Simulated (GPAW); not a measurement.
**Does Co1 on Ir4 111 carry moments in GPAW?**

Wanted: the moments of Co1 on Ir4 111 and the energy gained by spin polarisation.

Calculated with GPAW 26.7.0; PBE; plane waves with GPAW's PAW setups, scalar-relativistic.

## (1) The starting structure

The cell holds 5 atoms: 4 Ir and 1 Co. Cell: a = 2.715 Å, b = 2.715 Å, c = 20.630 Å, α = 90.0°, β = 90.0°, γ = 120.0°. ideal sites on the substrate's mesh, layer spacings from atomic volumes, unrelaxed, 12 A of vacuum. Vacuum lies along c.

## (2) Order 1, typed as ferro +

The parallel start comes first: it fits the smallest cell, keeps the most symmetry and shows whether parallel moments form.

order1.py reads:

```python
import json
import numpy as np
from ase import Atoms
from ase.parallel import paropen, parprint
from gpaw import GPAW

atoms = Atoms(['Ir', 'Ir', 'Ir', 'Ir', 'Co'],
    cell=[[2.714583, 0.0, 0.0],
         [-1.357291, 2.350898, 0.0],
         [0.0, 0.0, 20.6301]],
    scaled_positions=[[0.0, 0.0, 0.290837],
         [0.333333, 0.666667, 0.398314],
         [0.666667, 0.333333, 0.505792],
         [0.0, 0.0, 0.613269],
         [0.333333, 0.666667, 0.709163]],
    pbc=True,
    magmoms=[0.0, 0.0, 0.0, 0.0, 1.8])
atoms.calc = GPAW(mode={'name': 'pw', 'ecut': 450},
    xc='PBE',
    kpts={'size': (18, 18, 1), 'gamma': True},
    occupations={'name': 'fermi-dirac', 'width': 0.05},
    convergence={'density': 1e-05, 'energy': 1e-05},
    maxiter=250,
    mixer={'name': 'pulay', 'beta': 0.03, 'nmaxold': 8, 'weight': 100},
    symmetry={'tolerance': 1e-4},
    txt='order1.txt')
e = atoms.get_potential_energy(force_consistent=True)
res = {'free_energy': e, 'energy_sigma0': atoms.get_potential_energy(), 'fermi_energy': atoms.calc.get_fermi_level()}
res['moments'] = atoms.get_magnetic_moments().tolist()
res['total'] = atoms.get_magnetic_moment()
parprint('site moments (muB):', np.round(res['moments'], 3))
parprint(f"total moment: {res['total']:.3f} muB")
parprint(f'free energy: {e:.6f} eV')
atoms.calc.write('order1.gpw')
with paropen('results.json', 'w') as f:
    json.dump(res, f)
```

Started as:

```
$ OMP_NUM_THREADS=1 mpirun -n 4 gpaw python order1.py > order1.log
```

Numbers of over 12 decimals in the logs are rounded to 6 here.

Output:

```text
site moments (muB): [ 0.006 -0.035 -0.084  0.21   1.805]
total moment: 1.903 muB
free energy: -43.614155 eV

--- order1.txt ---
Input parameters:
  mode=PW(ecut=450),
  convergence={'density': 1e-05, 'energy': 1e-05},
  kpts=MonkhorstPack(size=(18, 18, 1), gamma=True),
  maxiter=250,
  mixer=Pulay(name='pulay', nmaxold=8, beta=0.03, weight=100, sigma=0.015, g_ss=None),
  occupations=Occupations(name='fermi-dirac', width=0.05),
  symmetry=Symmetry(tolerance=0.0001),
  xc=XC(name='PBE')

Diagonalizing LCAO Hamiltonian
Converting LCAO to pw mode

        Co

       Ir

           Ir

        Ir

       Ir

Atoms  # Å, Bohr magnetons
|   | symbol |         x |        y |         z |    initial magnetic moments |
|---|--------|-----------|----------|-----------|-----------------------------|
| 0 |     Ir |  0.000000 | 0.000000 |  5.999996 | ( 0.0000,  0.0000,  0.0000) |
| 1 |     Ir | -0.000001 | 1.567266 |  8.217258 | ( 0.0000,  0.0000,  0.0000) |
| 2 |     Ir |  1.357293 | 0.783632 | 10.434540 | ( 0.0000,  0.0000,  0.0000) |
| 3 |     Ir |  0.000000 | 0.000000 | 12.651801 | ( 0.0000,  0.0000,  0.0000) |
| 4 |     Co | -0.000001 | 1.567266 | 14.630104 | ( 0.0000,  0.0000,  1.8000) |

Unit cell  # Å
| periodic |         x |        y |         z |   lengths |     angles |
|----------|-----------|----------|-----------|-----------|------------|
|      yes |  2.714583 | 0.000000 |  0.000000 |  2.714583 |  90.000000 |
|      yes | -1.357291 | 2.350898 |  0.000000 |  2.714583 |  90.000000 |
|      yes |  0.000000 | 0.000000 | 20.630100 | 20.630100 | 119.999989 |

Number of symmetries: 6

BZ-sampling:
  Number of BZ points: 324
  Number of IBZ points: 37

  Monkhorst-Pack size: [18, 18, 1]
  Monkhorst-Pack shift: [0.027778, 0.027778, 0.0]

K-points  # in reciprocal-cell coordinates
|     |                                coordinates |     weight |
|-----|--------------------------------------------|------------|
|   0 | ( -0.00000000,  -0.00000000,   0.00000000) | 0.00308642 |
|   1 | (  0.05555556,  -0.00000000,   0.00000000) | 0.01851852 |
|   2 | (  0.11111111,  -0.05555556,   0.00000000) | 0.01851852 |
|   3 | (  0.11111111,  -0.00000000,   0.00000000) | 0.01851852 |
|   4 | (  0.16666667,  -0.05555556,   0.00000000) | 0.03703704 |
|   5 | (  0.16666667,  -0.00000000,   0.00000000) | 0.01851852 |
|   6 | (  0.22222222,  -0.11111111,   0.00000000) | 0.01851852 |
|   7 | (  0.22222222,  -0.05555556,   0.00000000) | 0.03703704 |
|   8 | (  0.22222222,  -0.00000000,   0.00000000) | 0.01851852 |
|   9 | (  0.27777778,  -0.11111111,   0.00000000) | 0.03703704 |
| ... |                                            |            |
|  36 | (  0.50000000,   0.50000000,   0.00000000) | 0.00925926 |

Plane wave coefficients: 2903
Cutoff: 450.000000 eV

Spin-components: 2 (collinear spins)
Bands:           47
Projectors:      30
Spin-degeneracy: 1
Datatype:        complex128

Parallelization:
  kpt:    4
  domain: 1
  band:   1

Density:
  Valence electrons: 69.0
  Components: 2
  Grid points: [ 14  14 105]
  Charge: 0.0  # |e|

Potential:
  Grid points: [ 14  14 105]

species:
  Ir:
    name:    Iridium
    Z:       77.0
    valence: 15
    core:    62
    charge:  0.0  # [|e|]
    compensation charges:
      type: gauss
      rc: 0.40  # [Å]
      lmax: 2
    cutoffs:
      filter: 2.40  # [Å]
      core: 2.36  # [Å]
    projectors
    | kind |    occ | energy [eV] | rcut [Å] |
    |------|--------|-------------|----------|
    |   6s |  2.000 |      -6.307 |    1.296 |
    |   5p |  6.000 |     -54.741 |    1.328 |
    |   6p |  0.000 |      -1.224 |    1.328 |
    |   5d |  7.000 |      -7.169 |    1.286 |
    |    s |        |      20.905 |    1.296 |
    |    d |        |      20.043 |    1.286 |

    Using partial waves for Ir as LCAO basis

  Co:
    name:    Cobalt
    Z:       27.0
    valence: 9
    core:    18
    charge:  0.0  # [|e|]
    compensation charges:
      type: gauss
      rc: 0.32  # [Å]
      lmax: 2
    cutoffs:
      filter: 1.87  # [Å]
      core: 2.55  # [Å]
    projectors
    | kind |    occ | energy [eV] | rcut [Å] |
    |------|--------|-------------|----------|
    |   4s |  2.000 |      -5.469 |    1.005 |
    |   4p |  0.000 |      -1.277 |    1.058 |
    |   3d |  7.000 |      -8.205 |    1.005 |
    |    s |        |      21.742 |    1.005 |
    |    p |        |      25.934 |    1.058 |
    |    d |        |      19.007 |    1.005 |

    Using partial waves for Co as LCAO basis

Reference energy: -1975842.107248  # eV

eigensolver:
  PPCG
  Converge bands: occupied
  niter=2

density mixing:
  Pulay-Mixer
  Linear mixing parameters: 0.03
  Old densities: 8
  Fourier metric: weight=100, sigma=0.015

occupation numbers:
  Fermi-Dirac:
    width: 0.0500  # eV

poisson solver:
  ecut: 3600.000000  # eV

xc functional:
  name: PBE with 2 nearest neighbor stencil

convergence criteria:
- Maximum integral of absolute [dens]ity change: 1e-05 electrons / valence electron
- Maximum [total energy] change in last 3 cyles: 1e-05 eV / valence electron
- Maximum integral of absolute [eigenst]ate change: 4e-08 eV^2 / valence electron
maximum number of iterations: 250

SCF iterations
|iter     |      energy | eigst |  dens |  magmom |
|---------|-------------|-------|-------|---------|
|iter:   1|       0s |  -47.236143 | +0.24 |       |  +1.8013|
|iter:   2|       4s |  -58.211288 | -1.00 | -0.96 |  +1.7576|
|iter:   3|       7s |  -44.248231 | -1.39 | -0.75 |  +1.7594|
|iter:   4|      11s |  -44.615615 | -2.64 | -1.18 |  +1.7688|
|iter:   5|      14s |  -44.138974 | -2.72 | -1.12 |  +1.7535|
|iter:   6|      18s |  -43.672106 | -2.10 | -1.22 |  +1.7218|
|iter:   7|      22s |  -43.548860 | -1.81 | -1.46 |  +1.7052|
|iter:   8|      25s |  -43.517869 | -2.99 | -1.54 |  +1.7101|
|iter:   9|      29s |  -43.582400 | -3.05 | -1.61 |  +1.7126|
|iter:  10|      32s |  -43.498838 | -2.80 | -1.59 |  +1.7128|
[... 30 iterations left out ...]
|iter:  41|     133s |  -43.587382c| -8.09c| -4.54 |  +1.9029|
|iter:  42|     135s |  -43.587382c| -8.19c| -4.58 |  +1.9030|
|iter:  43|     137s |  -43.587382c| -8.13c| -4.63 |  +1.9032|
|iter:  44|     139s |  -43.587381c| -8.20c| -4.69 |  +1.9032|
|iter:  45|     140s |  -43.587381c| -8.35c| -4.74 |  +1.9031|
|iter:  46|     142s |  -43.587381c| -8.79c| -4.82 |  +1.9031|
|iter:  47|     144s |  -43.587380c| -8.97c| -4.85 |  +1.9030|
|iter:  48|     145s |  -43.587380c| -8.79c| -4.89 |  +1.9031|
|iter:  49|     147s |  -43.587379c| -8.62c| -4.98 |  +1.9031|
|iter:  50|     149s |  -43.587379c| -9.09c| -5.08c|  +1.9031|

Converged in 50 steps
Energy contributions relative to reference atoms: (reference = -1975842.107248)

Energy contributions:
  Kinetic:          23.871091
  Coulomb:         -21.730026
  Zero:             -0.713987
  External:          0.000000
  Xc:              -44.987681
  Entropy:          -0.053552
  Spinorbit:         0.000000
  ----------------------------
  Free energy:     -43.614155
  Extrapolated:    -43.587379

dipole moment: (-11.930837, -15.859805, 0.063405)  # |e|*Ang

Total magnetic moment: (0.000000, 0.000000, 1.903144)

Local magnetic moments
|        x |        y |         z |
|----------|----------|-----------|
| 0.000000 | 0.000000 |  0.005759 |  # Ir   0
| 0.000000 | 0.000000 | -0.034549 |  # Ir   1
| 0.000000 | 0.000000 | -0.083519 |  # Ir   2
| 0.000000 | 0.000000 |  0.210223 |  # Ir   3
| 0.000000 | 0.000000 |  1.805304 |  # Co   4

Fermi level: 4.840
Eigenvalues  # (at kpt = [-0.000, -0.000, 0.000])
| band index |      eig [eV] | occ [0-1] |      eig [eV] | occ [0-1] |
|------------|---------------|-----------|---------------|-----------|
|          0 |       -45.235 |     1.000 |       -45.268 |     1.000 |
|        ... |               |           |               |           |
|         30 |         2.304 |     1.000 |         3.685 |     1.000 |
|         31 |         3.209 |     1.000 |         3.685 |     1.000 |
|         32 |         3.209 |     1.000 |         3.909 |     1.000 |
|         33 |         3.685 |     1.000 |         4.276 |     1.000 |
|         34 |         3.685 |     1.000 |         4.276 |     1.000 |
|         35 |         4.005 |     1.000 |         4.535 |     0.998 |
|         36 |         4.005 |     1.000 |         4.742 |     0.876 |
|         37 |         4.423 |     1.000 |         4.742 |     0.876 |
|         38 |         4.848 |     0.458 |         5.192 |     0.001 |
|         39 |         4.848 |     0.458 |         5.238 |     0.000 |
|         40 |         5.094 |     0.006 |         5.238 |     0.000 |
|         41 |         5.564 |     0.000 |         5.748 |     0.000 |
|         42 |         5.564 |     0.000 |         5.748 |     0.000 |
|         43 |         9.468 |     0.000 |         9.518 |     0.000 |
|         44 |        10.292 |     0.000 |        10.332 |     0.000 |
|         45 |        11.846 |     0.000 |        11.924 |     0.000 |
|         46 |        14.214 |     0.000 |        14.299 |     0.000 |

No gap
No difference between direct/indirect transitions
```

The job ended after 2.6 min (4 MPI ranks of Arm Neoverse V2, shared host; peak memory 0.97 GiB; 10 min of CPU time).

Spin moment in the augmentation sphere by atom:

| atom | spin moment in the augmentation sphere (μB) |
| --- | --- |
| Ir1 | 0.01 |
| Ir2 | -0.03 |
| Ir3 | -0.08 |
| Ir4 | 0.21 |
| Co5 | 1.81 |

Numbers from this step:

```yaml
magnetization: 1.903 μB
final_state: ferromagnetic
```

After 50 cycles the largest moment stands at 1.81 μB.

## (3) Run 2 (no spin polarisation)

This run holds no moments, which gives a state to set the others against.

nospin.py is the script of step 2 with these lines changed:

```diff
@@ -15,4 +15,3 @@
          [0.333333, 0.666667, 0.709163]],
-    pbc=True,
-    magmoms=[0.0, 0.0, 0.0, 0.0, 1.8])
+    pbc=True)
 atoms.calc = GPAW(mode={'name': 'pw', 'ecut': 450},
@@ -25,11 +24,7 @@
     symmetry={'tolerance': 1e-4},
-    txt='order1.txt')
+    txt='nospin.txt')
 e = atoms.get_potential_energy(force_consistent=True)
 res = {'free_energy': e, 'energy_sigma0': atoms.get_potential_energy(), 'fermi_energy': atoms.calc.get_fermi_level()}
-res['moments'] = atoms.get_magnetic_moments().tolist()
-res['total'] = atoms.get_magnetic_moment()
-parprint('site moments (muB):', np.round(res['moments'], 3))
-parprint(f"total moment: {res['total']:.3f} muB")
 parprint(f'free energy: {e:.6f} eV')
-atoms.calc.write('order1.gpw')
+atoms.calc.write('nospin.gpw')
 with paropen('results.json', 'w') as f:
```

Started as:

```
$ OMP_NUM_THREADS=1 mpirun -n 4 gpaw python nospin.py > nospin.log
```

Output:

```text
free energy: -43.345941 eV

--- nospin.txt ---
Input parameters:
  mode=PW(ecut=450),
  convergence={'density': 1e-05, 'energy': 1e-05},
  kpts=MonkhorstPack(size=(18, 18, 1), gamma=True),
  maxiter=250,
  mixer=Pulay(name='pulay', nmaxold=8, beta=0.03, weight=100, sigma=0.015, g_ss=None),
  occupations=Occupations(name='fermi-dirac', width=0.05),
  symmetry=Symmetry(tolerance=0.0001),
  xc=XC(name='PBE')

Diagonalizing LCAO Hamiltonian
Converting LCAO to pw mode

        Co

       Ir

           Ir

        Ir

       Ir

Atoms  # Å, Bohr magnetons
|   | symbol |         x |        y |         z |    initial magnetic moments |
|---|--------|-----------|----------|-----------|-----------------------------|
| 0 |     Ir |  0.000000 | 0.000000 |  5.999996 | ( 0.0000,  0.0000,  0.0000) |
| 1 |     Ir | -0.000001 | 1.567266 |  8.217258 | ( 0.0000,  0.0000,  0.0000) |
| 2 |     Ir |  1.357293 | 0.783632 | 10.434540 | ( 0.0000,  0.0000,  0.0000) |
| 3 |     Ir |  0.000000 | 0.000000 | 12.651801 | ( 0.0000,  0.0000,  0.0000) |
| 4 |     Co | -0.000001 | 1.567266 | 14.630104 | ( 0.0000,  0.0000,  0.0000) |

Unit cell  # Å
| periodic |         x |        y |         z |   lengths |     angles |
|----------|-----------|----------|-----------|-----------|------------|
|      yes |  2.714583 | 0.000000 |  0.000000 |  2.714583 |  90.000000 |
|      yes | -1.357291 | 2.350898 |  0.000000 |  2.714583 |  90.000000 |
|      yes |  0.000000 | 0.000000 | 20.630100 | 20.630100 | 119.999989 |

Number of symmetries: 6

BZ-sampling:
  Number of BZ points: 324
  Number of IBZ points: 37

  Monkhorst-Pack size: [18, 18, 1]
  Monkhorst-Pack shift: [0.027778, 0.027778, 0.0]

Plane wave coefficients: 2903
Cutoff: 450.000000 eV

Spin-components: 1 (collinear spins)
Bands:           46
Projectors:      30
Spin-degeneracy: 2
Datatype:        complex128

Parallelization:
  kpt:    4
  domain: 1
  band:   1

Density:
  Valence electrons: 69.0
  Components: 1
  Grid points: [ 14  14 105]
  Charge: 0.0  # |e|

Potential:
  Grid points: [ 14  14 105]

[... setups left out ...]
Reference energy: -1975842.107248  # eV

eigensolver:
  PPCG
  Converge bands: occupied
  niter=2

density mixing:
  Pulay-Mixer
  Linear mixing parameters: 0.03
  Old densities: 8
  Fourier metric: weight=100, sigma=0.015

occupation numbers:
  Fermi-Dirac:
    width: 0.0500  # eV

poisson solver:
  ecut: 3600.000000  # eV

xc functional:
  name: PBE with 2 nearest neighbor stencil

convergence criteria:
- Maximum integral of absolute [dens]ity change: 1e-05 electrons / valence electron
- Maximum [total energy] change in last 3 cyles: 1e-05 eV / valence electron
- Maximum integral of absolute [eigenst]ate change: 4e-08 eV^2 / valence electron
maximum number of iterations: 250

SCF iterations
|iter     |      energy | eigst |  dens |
|---------|-------------|-------|-------|
|iter:   1|       0s |  -47.910751 | +0.24 |       |
|iter:   2|       2s |  -58.971861 | -0.93 | -1.06 |
|iter:   3|       4s |  -44.546444 | -1.31 | -0.76 |
|iter:   4|       5s |  -44.860881 | -2.74 | -1.19 |
|iter:   5|       7s |  -44.662105 | -3.57 | -1.16 |
|iter:   6|       9s |  -43.633047 | -1.65 | -1.18 |
|iter:   7|      11s |  -43.518132 | -2.69 | -1.45 |
|iter:   8|      13s |  -43.433289 | -1.99 | -1.53 |
|iter:   9|      15s |  -43.388001 | -2.33 | -1.54 |
|iter:  10|      16s |  -43.258966 | -2.47 | -1.62 |
[... 17 iterations left out ...]
|iter:  28|      49s |  -43.314259c| -7.51c| -4.13 |
|iter:  29|      51s |  -43.314257c| -7.39 | -4.18 |
|iter:  30|      53s |  -43.314257c| -7.43c| -4.32 |
|iter:  31|      54s |  -43.314257c| -7.55c| -4.49 |
|iter:  32|      55s |  -43.314257c| -7.94c| -4.63 |
|iter:  33|      57s |  -43.314258c| -7.42c| -4.64 |
|iter:  34|      59s |  -43.314259c| -7.78c| -4.82 |
|iter:  35|      60s |  -43.314259c| -8.23c| -4.89 |
|iter:  36|      61s |  -43.314258c| -7.47c| -4.91 |
|iter:  37|      62s |  -43.314258c| -7.83c| -5.05c|

Converged in 37 steps
Energy contributions relative to reference atoms: (reference = -1975842.107248)

Energy contributions:
  Kinetic:          19.178051
  Coulomb:         -17.811989
  Zero:             -0.707050
  External:          0.000000
  Xc:              -43.941588
  Entropy:          -0.063365
  Spinorbit:         0.000000
  ----------------------------
  Free energy:     -43.345941
  Extrapolated:    -43.314258

dipole moment: (-11.903710, -15.883365, 0.049219)  # |e|*Ang

Fermi level: 4.747
Eigenvalues  # (at kpt = [-0.000, -0.000, 0.000])
| band index |      eig [eV] | occ [0-2] |
|------------|---------------|-----------|
|          0 |       -45.331 |     2.000 |
|        ... |               |           |
|         30 |         3.334 |     2.000 |
|         31 |         3.615 |     2.000 |
|         32 |         3.615 |     2.000 |
|         33 |         4.035 |     2.000 |
|         34 |         4.035 |     2.000 |
|         35 |         4.263 |     2.000 |
|         36 |         4.263 |     2.000 |
|         37 |         4.446 |     1.995 |
|         38 |         5.007 |     0.011 |
|         39 |         5.007 |     0.011 |
|         40 |         5.199 |     0.000 |
|         41 |         5.549 |     0.000 |
|         42 |         5.549 |     0.000 |
|         43 |         9.544 |     0.000 |
|         44 |        10.335 |     0.000 |
|         45 |        11.910 |     0.000 |

No gap
No difference between direct/indirect transitions
```

Elapsed: 67 s, on 4 MPI ranks; peak memory 0.84 GiB.

Read from the output:

| Item | Value |
| --- | --- |
| final state | non-magnetic (no spin polarisation) |

It lies 268 meV a seeded atom over the first start.

## (4) Energies of the orders

These are free energies at a smearing of 0.05 eV, so its entropy term is in the differences. They are divided by the number of seeded atoms, so that cells of unlike size compare.

Orders:

| start | final state | typed order kept | energy over the lowest (meV a seeded atom) | largest site moment (μB) | net moment (μB a primitive cell) | mesh matched | CPU time (s) |
| --- | --- | --- | --- | --- | --- | --- | --- |
| ferro + | ferromagnetic | yes | 0 | 1.805 | 1.903 | yes | 625.8 |
| no spin polarisation | non-magnetic | - | 268.2 | 0 | 0 | yes | 268.1 |

## (5) Summary of results

* lower run: with moments
* largest site moment: 1.81 μB
* energy gained by spin polarisation: 268 meV a seeded atom

What this shows: The crystal holds moments, up to 1.81 μB, and gains 268 meV a seeded atom by them. No antiferromagnetic order was tried, so the session says nothing on how the moments order.

[Logs and program files are shortened in this print: banners, set-up blocks, solver, clock and traceback lines can be left out without a mark of their own.]

[Logs are printed without paths, hosts, clocks, repeated set-up lines and the standing remarks that a program may print on its own settings, such as how far it seeks lower states.]

[Hosts, paths, dates, database ids (printed as entryN), source tags and the programs' standing remarks are cut or masked in the printed files.]

[Where a cell is said to come from a database of computed structures, the database is the Materials Project.]
